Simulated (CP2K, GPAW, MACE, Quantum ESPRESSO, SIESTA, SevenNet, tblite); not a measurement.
## Running random wurtzite alloy of AlN and GaN (72 atoms) with CP2K

How do the settings of CP2K change the result for random wurtzite alloy of AlN and GaN (72 atoms)? A plane-wave run serves as the yardstick.

Main program and level: CP2K 2026.2; the method is named at each step.

### 1. Starting point

The cell holds 72 atoms: 32 Al, 36 N and 4 Ga. Cell: a = 9.362 Å, b = 9.362 Å, c = 10.009 Å, α = 90.0°, β = 90.0°, γ = 120.0°. It derives from AlN (wurtzite), repeated 3×3×2. Wurtzite AlN, 3 x 3 x 2 conventional cells, 4 of 36 Al sites given to Ga at random (x = 0.111), lattice by Vegard's rule (a = 3.121 Å, c = 5.005 Å); not relaxed, displaced by a Gaussian of 0.02 Å. Then every atom was moved at random, 0.03 Å r.m.s. a Cartesian component.

The yardstick, on the same geometry:

```
method                                           : Kohn-Sham DFT, PBE, SSSP efficiency 1.3.0 pseudopotentials, plane waves (Quantum ESPRESSO 7.5); sssp-pbe-1.3.0-efficiency, cutoffs 70/560 Ry, Γ point
r.m.s. force component                           : 0.9384 eV/Å
longest force                                    : 3.495 eV/Å
pressure                                         : 5.472 GPa
gap (highest filled to lowest empty level) : 3.711 eV
time                                             : 3.2 min on 4 MPI ranks of Arm Neoverse V2, shared host
CPU time                                         : 13 min
```

### 2. PBE, DZVP-MOLOPT-SR, 800/50 Ry, diagonalisation

Method: Kohn-Sham DFT, PBE, GTH-PBE pseudopotentials, Gaussian and plane waves, DZVP-MOLOPT-SR-GTH, diagonalisation.

File input.inp:

```
&GLOBAL
  PROJECT cell
  RUN_TYPE ENERGY_FORCE
  PRINT_LEVEL LOW
&END GLOBAL
&FORCE_EVAL
  METHOD QS
  STRESS_TENSOR ANALYTICAL
  &DFT
    BASIS_SET_FILE_NAME BASIS_MOLOPT
    POTENTIAL_FILE_NAME GTH_POTENTIALS
    &MGRID
      CUTOFF 800
      REL_CUTOFF 50
      NGRIDS 5
    &END MGRID
    &QS
      EPS_DEFAULT 1.0E-12
    &END QS
    &SCF
      SCF_GUESS ATOMIC
      EPS_SCF 5.0E-06
      MAX_SCF 200
      ADDED_MOS 14
      &DIAGONALIZATION
        ALGORITHM STANDARD
      &END DIAGONALIZATION
      &SMEAR ON
        METHOD FERMI_DIRAC
        ELECTRONIC_TEMPERATURE [K] 580
      &END SMEAR
      &MIXING
        METHOD BROYDEN_MIXING
        ALPHA 0.3
        NBROYDEN 12
      &END MIXING
      &PRINT
        &RESTART OFF
        &END RESTART
      &END PRINT
    &END SCF
    &XC
      &XC_FUNCTIONAL PBE
      &END XC_FUNCTIONAL
    &END XC
    &PRINT
      &MULLIKEN ON
      &END MULLIKEN
      &HIRSHFELD ON
        SHAPE_FUNCTION DENSITY
      &END HIRSHFELD
      &MO ON
        EIGENVALUES T
        OCCUPATION_NUMBERS T
        MO_INDEX_RANGE 153 176
        &EACH
          QS_SCF 0
        &END EACH
        ADD_LAST NUMERIC
      &END MO
    &END PRINT
  &END DFT
  &SUBSYS
    &CELL
      A 9.36180 0.00000 0.00000
      B -4.68090 8.10756 0.00000
      C 0.00000 0.00000 10.00920
    &END CELL
    &COORD
      Al 9.34364 0.03146 0.01481
      N -0.02958 1.76534 0.58424
      Al 0.01095 1.84317 2.50350
      N 9.29870 0.06908 3.06652
      Al 9.34883 0.01257 5.01431
      N -0.04264 1.79445 5.54460
      Al -0.02233 1.81439 7.55524
      N 9.34359 0.01938 8.13358
      Al -1.58205 2.78689 0.05265
      N -1.59104 4.46337 0.58324
      Al -1.56183 4.49889 2.48709
      N -1.54605 2.70363 3.09935
      Ga 7.78738 2.72649 4.97707
      N -1.53899 4.49564 5.63088
      Al -1.57494 4.50667 7.49369
      N 7.80549 2.69463 8.04980
      Al 6.22958 5.35156 0.04214
      N -3.09932 7.18930 0.59315
      Al -3.15656 7.20122 2.52212
      N 6.19363 5.41415 3.09294
      Al 6.16610 5.33907 5.03303
      N -3.10147 7.19432 5.61286
      Al -3.06136 7.18743 7.44574
      N 6.15955 5.45809 8.05791
      Al -1.55832 8.09986 0.01251
      N 3.12693 1.78528 0.54961
      Al 3.17112 1.80393 2.47978
      N 3.09262 0.01046 3.11997
      Al -1.55499 8.06929 4.98048
      N 3.18095 1.77750 5.56351
      Al 3.12492 1.80709 7.54544
      N -1.63157 8.09994 8.11376
      Al 1.63363 2.64209 0.00711
      N 1.59623 4.52767 0.53649
      Al 1.52625 4.47813 2.48528
      N 1.56890 2.75276 3.14679
      Al 1.59787 2.69917 5.01811
      N 1.54648 4.57088 5.51877
      Al 1.52246 4.53610 7.54714
      N 1.59815 2.66398 8.01907
      Al -0.02036 5.37556 9.95965
      N -0.02186 7.20235 0.61326
      Al 0.01437 7.21921 2.48729
      N 0.00899 5.44406 3.08674
      Al 0.01259 5.40766 5.02482
      N -0.04601 7.23365 5.63318
      Ga 0.00637 7.24702 7.50860
      N -0.00487 5.45363 8.06631
      Ga 6.24395 0.04670 0.03153
      N 6.21675 1.80807 0.55241
      Al 6.29572 1.81626 2.49619
      N 1.58870 8.06637 3.12908
      Al 6.22195 0.08902 5.05495
      N 6.18375 1.79745 5.63198
      Al 6.26042 1.77604 7.53773
      N 6.25200 0.02416 8.10285
[... 12 atom lines left out ...]
      Al 3.17534 5.34467 4.99009
      N 3.12450 7.16725 5.52638
      Al 3.12268 7.24905 7.49689
      N 3.14954 5.41642 8.14999
    &END COORD
    &KIND Al
      BASIS_SET DZVP-MOLOPT-SR-GTH-q3
      POTENTIAL GTH-PBE-q3
    &END KIND
    &KIND N
      BASIS_SET DZVP-MOLOPT-SR-GTH-q5
      POTENTIAL GTH-PBE-q5
    &END KIND
    &KIND Ga
      BASIS_SET DZVP-MOLOPT-SR-GTH-q13
      POTENTIAL GTH-PBE-q13
    &END KIND
  &END SUBSYS
  &PRINT
    &FORCES ON
    &END FORCES
    &STRESS_TENSOR ON
    &END STRESS_TENSOR
  &END PRINT
&END FORCE_EVAL
```

Run with:

```bash
OMP_NUM_THREADS=1 mpirun -np 4 cp2k.psmp -i input.inp > output.txt
```

Numbers of over 12 decimals in the logs are rounded to 6 here.

Output:

```text
CP2K| version string:                                       CP2K version 2026.2
 CP2K| Input file name                                                 input.inp
 GLOBAL| Basis set file name                                        BASIS_MOLOPT
 GLOBAL| Potential file name                                      GTH_POTENTIALS
 GLOBAL| Run type                                                   ENERGY_FORCE
 GLOBAL| Total number of message passing processes                             4
 GLOBAL| Number of threads for this process                                    1
 TOTAL NUMBERS AND MAXIMUM NUMBERS
  Total number of            - Atomic kinds:                                   3
                             - Atoms:                                         72
                             - Shell sets:                                    72
                             - Shells:                                       368
                             - Primitive Cartesian functions:                332
                             - Cartesian basis functions:                   1072
                             - Spherical basis functions:                    984
  Maximum angular momentum of- Orbital basis functions:                        3
                             - Local part of the GTH pseudopotential:          2
                             - Non-local part of the GTH pseudopotential:      4
 SCF PARAMETERS         Density guess:                                    ATOMIC
                        max_scf:                                             200
                        eps_scf:                                        5.00E-06
                        added MOs                                        14    0
                        Mixing method:                            BROYDEN_MIXING
                                                charge density mixing in g-space
                        Smear method:                                FERMI_DIRAC
                        Electronic temperature [K]:                        580.0
                        Electronic temperature [a.u.]:                  1.84E-03
                        Accuracy threshold:                             1.00E-10
 Extrapolation method: initial_guess
 Number of electrons:                                                        328
 Number of occupied orbitals:                                                164
 Number of molecular orbitals:                                               178
 Number of orbital functions:                                                984
 Number of independent orbital functions:                                    984
 SCF WAVEFUNCTION OPTIMIZATION
  Step     Update method      Time    Convergence         Total energy    Change
     1 NoMix/Diag. 0.30E+00    3.2     1.81589467      -730.9787584822 -7.31E+02
     2 Broy./Diag. 0.30E+00    5.4     0.28265775      -676.0125595085  5.50E+01
     3 Broy./Diag. 0.30E+00    5.4     0.10652837      -717.3269654637 -4.13E+01
     4 Broy./Diag. 0.30E+00    5.4     0.01620103      -726.5179242755 -9.19E+00
[...]
11 Broy./Diag. 0.30E+00    5.5     0.00002313      -726.0082695262  4.63E-05
    12 Broy./Diag. 0.30E+00    5.5     0.00000132      -726.0085149552 -2.45E-04
  *** SCF run converged in    12 steps ***
  Electronic density on regular grids:       -327.9999999986        0.0000000014
  Core density on regular grids:              327.9999999996       -0.0000000004
  Total charge density on r-space grids:        0.0000000010
  Total charge density g-space grids:           0.0000000010
  Overlap energy of the core charge distribution:               1.10239e-07
  Self energy of the core charge distribution:              -1464.338617
  Core Hamiltonian energy:                                    425.424371
  Hartree energy:                                             475.082722
  Exchange-correlation energy:                               -162.176991
  Electronic entropic energy:                                  -0.000000
  Fermi energy:                                                 0.308380
  Total energy:                                              -726.008515
  Total energy (extrapolated to T->0):                       -726.008515
 MO| EIGENVALUES AND OCCUPATION NUMBERS
 MO|
 MO|  Index      Eigenvalue [a.u.]        Eigenvalue [eV]             Occupation
 MO|    153               0.199793               5.436657               2.000000
 MO|    154               0.201071               5.471433               2.000000
 MO|    155               0.202212               5.502456               2.000000
[...]
MO|    175               0.437225              11.897506               0.000000
 MO|    176               0.438281              11.926226               0.000000
 MO| Sum:                                                             328.000000
 MO| E(Fermi):            0.308380 a.u.          8.391446 eV
 MO| Band gap:            0.138928 a.u.          3.780416 eV
 !-----------------------------------------------------------------------------!
                     Mulliken Population Analysis
 #  Atom  Element  Kind  Atomic population                           Net charge
       1     Al       1          2.161103                              0.838897
       2     N        2          5.810053                             -0.810053
       3     Al       1          2.157577                              0.842423
[...]
71     Al       1          2.167661                              0.832339
      72     N        2          5.815897                             -0.815897
 # Total charge                            328.000000                 -0.000000
 !-----------------------------------------------------------------------------!
 !-----------------------------------------------------------------------------!
                           Hirshfeld Charges
  #Atom  Element  Kind  Ref Charge     Population                    Net charge
      1       Al     1       3.000          2.618                         0.382
      2       N      2       5.000          5.401                        -0.401
      3       Al     1       3.000          2.618                         0.382
[...]
71       Al     1       3.000          2.612                         0.388
     72       N      2       5.000          5.406                        -0.406
  Total Charge                                                           -0.000
 !-----------------------------------------------------------------------------!
 ENERGY| Total FORCE_EVAL ( QS ) energy [hartree]           -726.008623
 FORCES| Atomic forces [hartree/bohr]
 FORCES|   Atom     x               y               z               |f|
 FORCES|      1  4.39797698E-03 -2.80618571E-02 -3.38541969E-03   2.86054381E-02
 FORCES|      2  1.04377005E-02  3.74357373E-02  4.30221009E-03   3.91010106E-02
 FORCES|      3  6.69776579E-03 -1.00945961E-02  4.31158992E-03   1.28588780E-02
[...]
FORCES|     71  1.00779842E-02 -1.53451835E-02 -6.54059974E-03   1.94889678E-02
 FORCES|     72 -2.22265486E-02  3.98971801E-03 -1.93913632E-02   2.97651185E-02
 FORCES| Sum     4.73458322E-05  1.13855145E-03  1.40306504E-03
 FORCES| Total atomic force                                       1.80752111E-03
 STRESS| Analytical stress tensor [bar]
 STRESS|                        x                   y                   z
 STRESS|      x        5.40057061586E+04   1.09935602712E+03   4.09232899581E+03
 STRESS|      y        1.09935602712E+03   6.48178232529E+04  -4.57840940518E+02
 STRESS|      z        4.09232899581E+03  -4.57840940518E+02   3.47359485550E+04
 STRESS| 1/3 Trace                                             5.11864926555E+04
```

It took 83 s on 4 MPI ranks of Arm Neoverse V2, shared host; peak memory 5.1 GiB.

Banners, paths, timers and routine set-up lines are dropped from the logs unmarked, and long logs keep their key lines alone; longer cuts are marked.

Compared with the plane-wave run:

```
r.m.s. force component                           : 0.9466 eV/Å
r.m.s. difference of force components            : 49.96 meV/Å
longest difference of force vectors              : 204.2 meV/Å
force difference over r.m.s. force               : 5.324 %
slope of forces against the reference's          : 1.007
correlation of force components                  : 0.9986
gap (highest filled to lowest empty level) : 3.78 eV
gap difference                                   : 0.0699 eV
pressure                                         : 5.119 GPa
pressure difference                              : -0.3534 GPa
```

Length of the force difference by element (eV/Å):

| element | atoms | mean | most |
| --- | --- | --- | --- |
| Al | 32 | 0.038 | 0.11 |
| Ga | 4 | 0.056 | 0.084 |
| N | 36 | 0.085 | 0.20 |

Levels nearest the highest filled one (eV from it): -0.77, -0.73, -0.70, -0.68, -0.63, -0.61, -0.54, -0.48, -0.44, -0.21, -0.13, 0.00, 3.78, 4.90, 4.99, 5.21, 5.31, 5.36, 5.44, 5.51, 5.58, 5.62, 5.69, 5.72.

The surroundings of Ga47, one of the 4 Ga atoms, nearest first, numbered as they follow in the input and with coordinates relative to it.

| atom | x | y | z | distance (Å) | bonds | Hirshfeld charge (e) | Fx | Fy | Fz (eV/Å) |
| --- | --- | --- | --- | --- | --- | --- | --- | --- | --- |
| Ga47 | 0.00 | 0.00 | 0.00 | 0.00 | 4 | 0.47 | -0.60 | 0.48 | 0.07 |
| N46 | -0.05 | -0.01 | -1.88 | 1.88 | 4 | -0.39 | 0.92 | -0.42 | -1.75 |
| N48 | -0.01 | -1.79 | 0.56 | 1.88 | 4 | -0.39 | -0.56 | -1.93 | 0.99 |
| N56 | 1.56 | 0.88 | 0.59 | 1.89 | 4 | -0.38 | 0.68 | 0.17 | -0.40 |
| N32 | -1.64 | 0.85 | 0.61 | 1.94 | 4 | -0.39 | 0.84 | 0.99 | 0.56 |
| Al53 | 1.53 | 0.95 | -2.45 | 3.05 | 4 | 0.38 | 0.27 | -2.29 | -0.89 |
| Al23 | -3.07 | -0.06 | -0.06 | 3.07 | 4 | 0.38 | -1.77 | 0.63 | 1.05 |
| Al55 | 1.57 | 2.64 | 0.03 | 3.07 | 4 | 0.38 | -0.58 | 1.07 | -0.61 |
| Al25 | -1.56 | 0.85 | 2.51 | 3.08 | 4 | 0.38 | -0.38 | -0.60 | -0.21 |

Forces lie 5.3 % from the reference's, at 0.43 times its CPU time.

### 3. PBE, SZV-MOLOPT-SR, 800/50 Ry, OT CG

Method: Kohn-Sham DFT, PBE, GTH-PBE pseudopotentials, Gaussian and plane waves, SZV-MOLOPT-SR-GTH, orbital transformation.

File input.inp:

```
&GLOBAL
  PROJECT cell
  RUN_TYPE ENERGY_FORCE
  PRINT_LEVEL LOW
&END GLOBAL
&FORCE_EVAL
  METHOD QS
  STRESS_TENSOR ANALYTICAL
  &DFT
    BASIS_SET_FILE_NAME BASIS_MOLOPT
    POTENTIAL_FILE_NAME GTH_POTENTIALS
    &MGRID
      CUTOFF 800
      REL_CUTOFF 50
      NGRIDS 5
    &END MGRID
    &QS
      EPS_DEFAULT 1.0E-12
    &END QS
    &SCF
      SCF_GUESS ATOMIC
      EPS_SCF 1.0E-06
      MAX_SCF 30
      &OT
        MINIMIZER CG
        PRECONDITIONER FULL_ALL
        ENERGY_GAP 0.001
      &END OT
      &OUTER_SCF
        EPS_SCF 1.0E-06
        MAX_SCF 8
      &END OUTER_SCF
      &PRINT
        &RESTART OFF
        &END RESTART
      &END PRINT
    &END SCF
    &XC
      &XC_FUNCTIONAL PBE
      &END XC_FUNCTIONAL
    &END XC
    &PRINT
      &MULLIKEN ON
      &END MULLIKEN
      &HIRSHFELD ON
        SHAPE_FUNCTION DENSITY
      &END HIRSHFELD
      &MO_CUBES
        NHOMO 1
        NLUMO 4
        WRITE_CUBE F
      &END MO_CUBES
    &END PRINT
  &END DFT
  &SUBSYS
    &CELL
      A 9.36180 0.00000 0.00000
      B -4.68090 8.10756 0.00000
      C 0.00000 0.00000 10.00920
    &END CELL
    &COORD
      SCALED
      Al 1.00000 0.00388 0.00148
      N 0.10571 0.21774 0.05837
      Al 0.11484 0.22734 0.25012
      N 0.99752 0.00852 0.30637
      Al 0.99939 0.00155 0.50097
      N 0.10611 0.22133 0.55395
      Al 0.10951 0.22379 0.75483
      N 0.99925 0.00239 0.81261
      Al 0.00288 0.34374 0.00526
      N 0.10531 0.55052 0.05827
      Al 0.11062 0.55490 0.24848
      N 0.00159 0.33347 0.30965
      Ga 0.99997 0.33629 0.49725
      N 0.11286 0.55450 0.56257
      Al 0.10970 0.55586 0.74868
      N 0.99994 0.33236 0.80424
      Al 0.99546 0.66007 0.00421
      N 0.11231 0.88674 0.05926
      Al 0.10693 0.88821 0.25198
      N 0.99548 0.66779 0.30901
[... 48 atom lines left out ...]
      Al 0.66879 0.65922 0.49855
      N 0.77576 0.88402 0.55213
      Al 0.78061 0.89411 0.74900
      N 0.67046 0.66807 0.81425
    &END COORD
    &KIND Al
      BASIS_SET SZV-MOLOPT-SR-GTH-q3
      POTENTIAL GTH-PBE-q3
    &END KIND
    &KIND N
      BASIS_SET SZV-MOLOPT-SR-GTH-q5
      POTENTIAL GTH-PBE-q5
    &END KIND
    &KIND Ga
      BASIS_SET SZV-MOLOPT-SR-GTH-q13
      POTENTIAL GTH-PBE-q13
    &END KIND
  &END SUBSYS
  &PRINT
    &FORCES ON
    &END FORCES
    &STRESS_TENSOR ON
    &END STRESS_TENSOR
  &END PRINT
&END FORCE_EVAL
```

Run with:

```bash
OMP_NUM_THREADS=2 cp2k.psmp -i input.inp > output.txt
```

Output:

```text
CP2K| version string:                                       CP2K version 2026.2
 CP2K| Input file name                                                 input.inp
 GLOBAL| Basis set file name                                        BASIS_MOLOPT
 GLOBAL| Potential file name                                      GTH_POTENTIALS
[... lines left out ...]
  Total energy:                                              -722.743818
[... lines left out ...]
  Step     Update method      Time    Convergence         Total energy    Change
[... lines left out ...]
  *** SCF run converged in     4 steps ***
[... lines left out ...]
  Total energy:                                              -722.743833
[... lines left out ...]
  outer SCF loop converged in   2 iterations or   66 steps
[... lines left out ...]
 Fermi Energy [eV] :    7.841408
[... lines left out ...]
 OT| Eigensolver reached convergence in 87 iterations
[... lines left out ...]
 ENERGY| Total FORCE_EVAL ( QS ) energy [hartree]           -722.743833
[... lines left out ...]
 FORCES|      1  6.63541238E-03 -3.45263949E-02 -8.29589659E-03   3.61237116E-02
 FORCES|      2  1.20059157E-02  4.25229447E-02  1.12179035E-02   4.55871056E-02
 FORCES|      3  6.94176617E-03 -8.03831192E-03 -1.97344914E-03   1.08026422E-02
[...]
FORCES|     71  8.37105668E-03 -2.25084481E-02 -1.17376350E-02   2.67297007E-02
 FORCES|     72 -2.48383983E-02  6.26755534E-03 -1.72664642E-02   3.08927025E-02
 FORCES| Sum     3.04989530E-05  1.15436484E-03  1.39588715E-03
 FORCES| Total atomic force                                       1.81162615E-03
 STRESS| Analytical stress tensor [bar]
 STRESS|                        x                   y                   z
 STRESS|      x        1.54034614395E+05   1.67714721473E+03   6.08393120991E+03
 STRESS|      y        1.67714721473E+03   1.66535723263E+05  -1.05131224223E+03
 STRESS|      z        6.08393120991E+03  -1.05131224223E+03   2.00504279633E+05
 STRESS| 1/3 Trace                                             1.73691539097E+05
```

Run time: 5.5 min. Hardware: 2 threads; peak memory 1.8 GiB.

Compared with the plane-wave run:

```
r.m.s. force component                           : 1.11 eV/Å
r.m.s. difference of force components            : 274.5 meV/Å
longest difference of force vectors              : 926.8 meV/Å
force difference over r.m.s. force               : 29.25 %
slope of forces against the reference's          : 1.157
correlation of force components                  : 0.9781
gap (highest filled to lowest empty level) : 3.773 eV
gap difference                                   : 0.0621 eV
pressure                                         : 17.37 GPa
pressure difference                              : 11.9 GPa
```

This is a coarse setting, run to see what it loses.

Against the first run (5.3 %), the force difference from the reference is 29 %, at 1.9 times the CPU time (on 2 against 4 cores) (66 SCF steps against 12).

[end of part 1 of 3]

[Also dropped from logs without a mark: logging warnings of Python, and SIESTA's first energy breakdown and zero terms.]

[Logs are printed without paths, hosts, clocks, repeated set-up lines and the standing remarks that a program may print on its own settings, such as how far it seeks lower states.]

[Hosts, paths, dates, database ids (printed as entryN), source tags and the programs' standing remarks are cut or masked in the printed files.]
